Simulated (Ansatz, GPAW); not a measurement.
# A Pt chain with two P atoms in line: relaxation, then transmission at several levels, part 2 of 4

Wanted: T(E) of a Pt chain with two P atoms in line at a relaxed geometry in two programs, beside the unrelaxed structure.

GPAW 26.7.0 and Ansatz 0.2.0; Ansatz plane waves; relaxation of the junction with the lead ends held (the session's first sound run).

So far. Step 2 (Relaxing the atoms): The relaxation lowered the energy of the cell by 0.399 eV.

## (3) Plane-wave reference (PBE)

A plane-wave run comes first: its basis does not favour the atoms, so it serves as the reference for the orbital bases.

This step: Ansatz plane waves; Landauer transmission by layers, zero bias (Ansatz 0.2.0).

The input, input.yaml:

```yaml
crystal:
  lattice:
    - [9.0, 0.0, 0.0]
    - [0.0, 9.0, 0.0]
    - [0.0, 0.0, 42.4638]
  atoms:
    - { symbol: Pt, position: [0.5, 0.5, 0.0282593644] }
    - { symbol: Pt, position: [0.5, 0.5, 0.0847780933] }
    - { symbol: Pt, position: [0.5, 0.5, 0.1412968222] }
    - { symbol: Pt, position: [0.5, 0.5, 0.1978155511] }
    - { symbol: Pt, position: [0.5, 0.5, 0.25433428] }
    - { symbol: Pt, position: [0.5, 0.5, 0.3108530089] }
    - { symbol: Pt, position: [0.531460801, 0.4471312771, 0.367497905] }
    - { symbol: Pt, position: [0.4885797022, 0.5205135059, 0.424776948] }
    - { symbol: P, position: [0.4983149075, 0.4916790429, 0.4764503486] }
    - { symbol: P, position: [0.5027118563, 0.5075769687, 0.5235100834] }
    - { symbol: Pt, position: [0.4795231475, 0.487042838, 0.5751795724] }
    - { symbol: Pt, position: [0.5523936257, 0.5304233083, 0.6324591794] }
    - { symbol: Pt, position: [0.5, 0.5, 0.6891469911] }
    - { symbol: Pt, position: [0.5, 0.5, 0.74566572] }
    - { symbol: Pt, position: [0.5, 0.5, 0.8021844489] }
    - { symbol: Pt, position: [0.5, 0.5, 0.8587031778] }
    - { symbol: Pt, position: [0.5, 0.5, 0.9152219067] }
    - { symbol: Pt, position: [0.5, 0.5, 0.9717406356] }
kpoints:
  mp_grid: { grid: [1, 1, 2] }
hamiltonian:
  xc: pbe
scf:
  occupations: { method: fermi_dirac, width: 0.1 }
output:
  transmission:
    leads: [[0, 1]]
    e_range: [-2, 2]
    de: 0.025
    kmesh: [1, 1]
    reduced_basis: true
  write_potential: true
  write_density: true
  volumetric_format: npy
  elf: true
```

Launch:

```
$ ansatz run input.yaml --threads 4 --pin off --max-ram 8192MiB --backend cpu --events-out ev --progress --plain --runs-dir out
```

Numbers of over 12 decimals in the logs are rounded to 6 here.

Log:

```text
[...]
Crystal: 18 atoms, lattice volume = 3439.568 Å³
Basis set: ecut = 420 eV, 67217 PW (Γ)
Bands: 179, of which v1, the nominal top of the filled ones, is band 149 counted from 1 (148 counted from 0)
Symmetry: 1 space group operations
[...]
k-points: 2
[...]
SCF iter   1: F=—  HF=-201837.825813 eV  |F-HF|=—  |Δ(HF+E_count)|=         —  Δρ=6.11e-3  dr2=4.96e0  ethr=1.77e-3  ⟨swp⟩=8.0  Hψ=1624  notcnv=0  defer=13
[...]
SCF iter  11: F=-201837.728622 eV  HF=-201837.728622 eV  |F-HF|=5.67e-8  |Δ(HF+E_count)|=   1.18e-7  Δρ=1.19e-6  dr2=9.39e-8  ethr=3.36e-11  ⟨swp⟩=15.5  Hψ=1260  notcnv=0
SCF 1 converged in 11 iterations: F = -201837.728622 eV  dr2 = 9.39e-8
[...]
transmission: 53 of 318 steps passed
transmission: 106 of 318 steps passed
[...]
transmission: 318 of 318 steps passed
WARN: The output density's exchange-correlation potential varies sharply where the density is thin. Do not read a vacuum level from v_tot or v_xc, or from such a field of the output density. On a cell that repeats whose density bears no net charge and no dipole along the vacuum's axis use v_es (v_loc + v_h of the components); under efield.dipole_correction with no amplitude use v_es + v_field, which holds any externa [...]
SCF converged after 11 iterations
Free energy (F): -201837.728622 eV
[...]
Internal energy: -201836.638145 eV  (E = F + TS)
E sigma→0 (E₀):  -201837.183383 eV
Entropy (-TS):   -1.090478 eV (-60.582 meV/atom)
Fermi energy:    -3.951253 eV
[...]
--- Band table (eV) ---
  k-point 0: bands = [... 145 lower, -4.2208, -4.1881, -4.1414, -3.9600, -3.8532, -3.8126, -3.8087, -3.7239, ... 26 higher]
  k-point 1: bands = [... 145 lower, -4.1616, -4.0641, -4.0351, -4.0270, -3.9287, -3.8738, -3.8607, -3.7733, ... 26 higher]
--- Transmission ---
  basis      : 717 plane waves across, 53 finite elements along
  points     : 1, standing for a mesh of 1 x 1
  filling    : by the input's occupations and mesh, since the crystals that have channels conduct as metals do. If one of these is a semiconductor, that mesh has misplaced its level
  energies   : 161 from -2.000000 to 2.000000 eV about the Fermi level, 0.025000 eV apart; the leads are filled to 0.000000 eV, and channels, transmission and decay are at 0.000000 eV
  crystal 0  : Pt1, at the sites [0, 1], period 2.4000 Å, over 28.80 Å; its Hamiltonian steps by up to 2.1 meV
    offset         : up to 0.0000 Å between an atom of the period and one for which it stands
    filled         : 4.0 meV under the level at which it is neutral
    channels       : 4.000000e0 a spin
    conductance    : 3.8262e14 S/m² at 300 K; may be off by some 0.0 % by where its bands' edges are placed, 0.0 % from the distance to neutral
  junction   : crystal 0 to crystal 0, 0.70 to 40.76 Å
    transmission   : 1.322187e0 a spin
    error estimate : 2.912004e-4 a spin from the reduction of the transverse basis, at the most 3.146763e-3 at -1.025000 eV
    conductance    : 1.2736e14 S/m² at 300 K (1.2735e14 on every other energy)
    error estimate : 0.0 % from the energy spacing and 0.0 % from band edges of the leads and from resonances (wavevectors taken as independent; lower de), 0.0 % from the reduction of the transverse basis, 1.1 % from the steps of its leads' Hamiltonians or their offsets (lay more layers), 1.1 % from the distance to neutral
    resistance     : 5.2385e-3 Ω µm² beyond half of each lead's own
```

It took 3 min on 4 threads of Arm Neoverse V1, shared host; peak memory 5.3 GiB; 6.3 min of CPU time.

Reading the cycles: dr2 is the Hartree energy of the density residual (eV), the measure of convergence; HF is the Harris–Foulkes estimate of the energy, which meets the free energy F at convergence.

This step gave:

| Item | Value |
| --- | --- |
| free energy | -201837.7286 eV |
| lead level | 0 eV from the Fermi level |
| transmission at the Fermi level (one spin) | 1.322 |
| open channels of the lead at the Fermi level (one spin) | 4 |
| step of the potential along the lead | 2.1 meV |
| offset of the lead | 0 Å |
| filling of the lead less its bulk value, in size | 4 meV |
| conductance | 1.331 G₀ |

One spin. The transmission, zone mean by energy, zero at the Fermi level:

```tsv
energy (eV)	transmission, zone mean
-2.000	2.22
-1.900	2.13
-1.800	2.07
-1.700	2.01
-1.600	1.90
-1.500	2.00
-1.400	2.06
-1.300	2.18
-1.200	2.29
-1.100	2.42
-1.000	2.55
-0.975	2.55
-0.900	2.49
-0.800	2.36
-0.700	2.23
-0.600	2.18
-0.500	1.43
-0.400	1.18
-0.300	2.79
-0.200	2.27
-0.100	1.72
0.000	1.32
0.100	1.01
0.200	0.762
0.300	0.596
0.400	0.525
0.500	0.469
0.600	0.423
0.700	0.378
0.800	0.323
0.900	0.379
1.000	0.417
1.100	0.456
1.200	0.497
1.300	0.544
1.400	0.596
1.500	0.656
1.600	0.727
1.700	0.814
1.800	0.931
1.875	0.998
1.900	0.939
2.000	0.0167
```

One spin. Table of open channels, zone mean by energy, zero at the Fermi level:

energy (eV), open channels, zone mean and a bar from the least value:
```
   -2.000       3.00 ############
   -1.900       3.00 ############
   -1.800       3.00 ############
   -1.700       3.00 ############
   -1.600       4.00 ##################
   -1.500       4.00 ##################
   -1.400       6.00 ##############################
   -1.300       6.00 ##############################
   -1.200       6.00 ##############################
   -1.100       6.00 ##############################
   -1.000       6.00 ##############################
   -0.900       6.00 ##############################
   -0.800       6.00 ##############################
   -0.700       6.00 ##############################
   -0.600       6.00 ##############################
   -0.500       6.00 ##############################
   -0.400       4.00 ##################
   -0.300       4.00 ##################
   -0.200       4.00 ##################
   -0.100       4.00 ##################
    0.000       4.00 ##################
    0.100       4.00 ##################
    0.200       4.00 ##################
    0.300       4.00 ##################
    0.400       3.00 ############
    0.500       3.00 ############
    0.600       3.00 ############
    0.700       3.00 ############
    0.800       1.00 
    0.900       1.00 
    1.000       1.00 
    1.100       1.00 
    1.200       1.00 
    1.300       1.00 
    1.400       1.00 
    1.500       1.00 
    1.600       1.00 
    1.700       1.00 
    1.800       1.00 
    1.900       1.00 
    2.000       1.00
```

Crystal 0, spin -, k parallel (0, 0); distinct values, listed up to 1.5 1/Å. Table of Im kz of the slowest decaying states by energy, zero at the Fermi level:

```tsv
energy (eV)	decay 1 (Å⁻¹)	decay 2 (Å⁻¹)	decay 3 (Å⁻¹)	decay 4 (Å⁻¹)
-2.000	0.386	0.611	0.611	1.40
-1.800	0.273	0.499	0.499	1.38
-1.600	0.340	0.340	1.36	1.36
-1.400	1.34	1.34	1.37	1.48
-1.200	1.32	1.35	1.46	-
-1.000	1.30	1.30	1.33	1.44
-0.800	1.28	1.28	1.31	1.43
-0.600	1.26	1.29	1.41	-
-0.400	0.119	0.119	1.24	1.24
-0.200	0.355	0.355	1.22	1.22
0.000	0.473	1.20	1.20	1.23
0.200	0.557	0.557	1.18	1.21
0.400	0.139	0.622	0.622	1.16
0.600	0.240	0.675	1.14	1.16
0.800	0.0201	0.0239	0.307	0.720
1.000	0.115	0.116	0.359	0.759
1.200	0.156	0.156	0.402	0.792
1.400	0.183	0.183	0.437	0.822
1.600	0.202	0.203	0.468	0.848
1.800	0.215	0.216	0.495	0.871
2.000	0.224	0.224	0.519	0.893
```

Crystal 0, spin -, k parallel (0, 0). The Re kz of states that move upwards by energy, zero at the Fermi level:

```tsv
energy (eV)	channel 1 (Å⁻¹)	channel 2 (Å⁻¹)	channel 3 (Å⁻¹)	channel 4 (Å⁻¹)	channel 5 (Å⁻¹)	channel 6 (Å⁻¹)
-2.000	-0.641	-0.640	0.727	-	-	-
-1.800	-0.601	-0.600	0.747	-	-	-
-1.600	-0.562	-0.562	0.0314	0.768	-	-
-1.400	-0.524	-0.524	0.175	0.176	0.279	0.790
-1.200	-0.487	-0.487	0.394	0.441	0.441	0.814
-1.000	-0.451	-0.450	0.484	0.619	0.620	0.839
-0.800	-0.414	-0.414	0.559	0.784	0.784	0.868
-0.600	-0.377	-0.377	0.623	0.902	0.967	0.967
-0.400	-0.340	-0.340	0.679	0.944	-	-
-0.200	-0.302	-0.302	0.726	0.996	-	-
0.000	-0.263	-0.263	0.765	1.06	-	-
0.200	-0.221	-0.221	0.798	1.17	-	-
0.400	-0.175	-0.175	0.827	-	-	-
0.600	-0.119	-0.118	0.852	-	-	-
0.800	0.874	-	-	-	-	-
1.000	0.895	-	-	-	-	-
1.200	0.914	-	-	-	-	-
1.400	0.933	-	-	-	-	-
1.600	0.950	-	-	-	-	-
1.800	0.968	-	-	-	-	-
2.000	0.985	-	-	-	-	-
```

The electrostatic potential energy of an electron (with the applied field's), less the Fermi level, planar mean oscillates, so the rows of the table below give means over windows of 2.36 Å about each position, cut where the curve ends. Its first 14 maxima inside the range that stand out by 2 % of the span (Å: eV): 2.4: 5.71, 4.9: 5.71, 7.2: 5.72, 9.6: 5.70, 11.9: 5.72, 14.4: 5.71, 16.8: 5.69, 19.2: 5.55, 21.2: 5.46, 23.3: 5.55, 25.7: 5.69, 28.0: 5.71, 30.5: 5.72, 32.9: 5.70. Its first 14 minima: 1.2: 3.75, 3.5: 3.76, 6.0: 3.76, 8.4: 3.73, 10.8: 3.74, 13.3: 3.77, 15.6: 3.76, 18.0: 3.72, 20.2: 4.03, 22.3: 4.04, 24.5: 3.72, 26.8: 3.76, 29.2: 3.77, 31.7: 3.74.

Electrostatic potential energy of an electron (with the applied field's), less the Fermi level, planar mean against z; means over each step:

z (Å), electrostatic potential energy of an electron (with the applied field's), less the Fermi level, planar mean (eV) and a bar from the least value:
```
     1.18       4.74 ###########
     3.54       4.74 ###########
     5.90       4.75 ###########
     8.26       4.73 ##########
    10.62       4.74 ##########
    12.98       4.75 ############
    15.34       4.75 ############
    17.70       4.71 ######
    20.06       4.87 ##############################
    22.42       4.87 ##############################
    24.78       4.71 ######
    27.14       4.75 ############
    29.50       4.75 ############
    31.86       4.74 ##########
    34.22       4.73 ##########
    36.58       4.75 ###########
    38.94       4.74 ###########
    41.30       4.67
```

The valence density, planar mean oscillates, so the rows of the table below give means over windows of 2.36 Å about each position, cut where the curve ends. Its first 14 maxima inside the range that stand out by 2 % of the span (Å: e/Å³): 1.2: 0.199, 3.5: 0.197, 6.0: 0.198, 8.4: 0.199, 10.8: 0.198, 13.3: 0.196, 15.6: 0.198, 18.0: 0.197, 21.7: 0.0321, 24.5: 0.197, 26.8: 0.198, 29.2: 0.196, 31.7: 0.198, 34.1: 0.199. Its first 14 minima: 2.4: 0.0226, 4.9: 0.0228, 7.2: 0.0226, 9.6: 0.0224, 11.9: 0.0229, 14.4: 0.0219, 16.8: 0.0203, 19.2: 0.0253, 23.3: 0.0253, 25.7: 0.0203, 28.0: 0.0219, 30.5: 0.0229, 32.9: 0.0224, 35.2: 0.0226.

The valence density, planar mean by z; means over each step:

```tsv
z (Å)	valence density, planar mean (e/Å³)
1.18	0.0938
3.54	0.0938
5.90	0.0938
8.26	0.0937
10.62	0.0937
12.98	0.0937
15.34	0.0938
17.70	0.0934
20.06	0.0299
22.42	0.0300
24.78	0.0933
27.14	0.0937
29.50	0.0937
31.86	0.0937
34.22	0.0937
36.58	0.0938
38.94	0.0938
41.30	0.0990
```

Valence density in the ca plane at fractional y = 0.500, with atoms of Pt and P within 0.2 Å of it. It is the smooth field of the valence electrons, not physical close to the nuclei.

Ten steps, logarithmic in the rise over the least value, from '0' (0 e/Å³) to '9' (11 e/Å³), each cell a mean:
```
00000000000000000000000000000000000000000000
00000000000000000000000000000000000000000000
00000000000000000000000000000000000000000000
00000000000000000000000000000000000000000000
00000000000000000000000000000000000000000000
00000000000000000000000000000000000000000000
00000000000000000000000000000000000000000011
10000111001111110000000000000000000000001123
22112232112344321122211112211222111112112356
64324565323577532345432233333333322344323589
86446898534788643578753443444433434677544689
98547999644788644689974431344422445899754589
97447998633576533689974432344433445899853456
75335776422344323578753343433333334788642233
43222443211111111245432223222222223465421111
11111111100000000122211111111111111222210000
00000000000000000000000000000000000011000000
00000000000000000000000000000000000000000000
00000000000000000000000000000000000000000000
00000000000000000000000000000000000000000000
00000000000000000000000000000000000000000000
00000000000000000000000000000000000000000000
00000000000000000000000000000000000000000000
00000000000000000000000000000000000000000000
```
Columns run along c (16.0 Å, from fractional 0.26 to 0.64 of the cell), rows up along a (9.0 Å). Atoms in or near the plane, at fractional coordinates: Pt at (0.31, 0.50), Pt at (0.42, 0.49), P at (0.48, 0.50), P at (0.52, 0.50), Pt at (0.58, 0.48).

ELF in the ca plane at fractional y = 0.500, with atoms of Pt and P within 0.2 Å of it. It is the smooth field of the valence electrons, not physical close to the nuclei.

Values, 13 rows by 16 columns, each cell a mean:
```
0.00 0.00 0.00 0.00 0.00 0.00 0.00 0.00 0.00 0.00 0.00 0.00 0.00 0.00 0.00 0.01
0.01 0.00 0.00 0.01 0.02 0.01 0.00 0.00 0.00 0.00 0.00 0.00 0.00 0.00 0.01 0.03
0.04 0.03 0.04 0.03 0.09 0.06 0.03 0.03 0.02 0.04 0.05 0.04 0.02 0.02 0.04 0.13
0.14 0.12 0.16 0.12 0.24 0.16 0.11 0.13 0.13 0.23 0.26 0.25 0.10 0.12 0.11 0.26
0.28 0.27 0.31 0.25 0.37 0.27 0.27 0.29 0.47 0.64 0.62 0.68 0.32 0.30 0.22 0.41
0.44 0.38 0.54 0.32 0.55 0.38 0.39 0.45 0.64 0.61 0.73 0.62 0.46 0.49 0.31 0.59
0.54 0.44 0.66 0.35 0.53 0.40 0.51 0.59 0.54 0.23 0.62 0.30 0.51 0.67 0.36 0.50
0.38 0.33 0.47 0.28 0.34 0.32 0.37 0.45 0.61 0.73 0.73 0.75 0.41 0.55 0.27 0.34
0.24 0.22 0.28 0.17 0.21 0.18 0.23 0.29 0.36 0.56 0.47 0.50 0.25 0.32 0.16 0.18
0.10 0.09 0.12 0.05 0.06 0.05 0.11 0.13 0.09 0.16 0.14 0.12 0.10 0.16 0.08 0.04
0.02 0.02 0.03 0.01 0.01 0.01 0.03 0.04 0.01 0.02 0.02 0.02 0.02 0.05 0.02 0.01
0.00 0.00 0.00 0.00 0.00 0.00 0.01 0.01 0.00 0.00 0.00 0.00 0.00 0.01 0.00 0.00
0.00 0.00 0.00 0.00 0.00 0.00 0.00 0.00 0.00 0.00 0.00 0.00 0.00 0.00 0.00 0.00
```
Columns run along c (16.0 Å, from fractional 0.26 to 0.64 of the cell), rows up along a (9.0 Å). Atoms in or near the plane, at fractional coordinates: Pt at (0.31, 0.50), Pt at (0.42, 0.49), P at (0.48, 0.50), P at (0.52, 0.50), Pt at (0.58, 0.48).

Electrostatic potential energy in the ca plane at fractional y = 0.500, with atoms of Pt and P within 0.2 Å of it. With pseudopotentials it is smooth inside the atoms' cores, unlike the true potential.

Ten even steps from '0' (-68 eV) to '9' (2 eV), each cell a mean:
```
99999999999999999999999999999999999999999999
99999999999999999999999999999999999999999999
99999999999999999999999999999999999999999999
99999999999999999999999999999999999999999999
99999999999999999999999999999999999999999999
99999999999999999999999999999999999999999999
99999999999999999999999999999999999999999999
99999999999999999999999999999999999999999998
99999999999888899999999999999999999999999854
57998656898634689877789876788866899878898510
04784101687300478631268731367411588522588400
01672000487300478400037500056200276100278610
02773000588644688400037610157300475100168864
36886324799888898621268853578745787300379998
88999878999999999876789988899988998755799999
99999999999999999999999999999999999999999999
99999999999999999999999999999999999999999999
99999999999999999999999999999999999999999999
99999999999999999999999999999999999999999999
99999999999999999999999999999999999999999999
99999999999999999999999999999999999999999999
99999999999999999999999999999999999999999999
99999999999999999999999999999999999999999999
99999999999999999999999999999999999999999999
```
Columns run along c (16.0 Å, from fractional 0.26 to 0.64 of the cell; values clipped at the 3rd and 97th percentile), rows up along a (9.0 Å). Atoms in or near the plane, at fractional coordinates: Pt at (0.31, 0.50), Pt at (0.42, 0.49), P at (0.48, 0.50), P at (0.52, 0.50), Pt at (0.58, 0.48).

T at the Fermi level is 1.32 of 4 open channels a spin, without spin-orbit coupling, which is large for these atoms.

(Part 2 of 4 ends here.)

[Logs are printed without paths, hosts, clocks, repeated set-up lines and the standing remarks that a program may print on its own settings, such as how far it seeks lower states.]

[Hosts, paths, dates, database ids (printed as entryN), source tags and the programs' standing remarks are cut or masked in the printed files.]
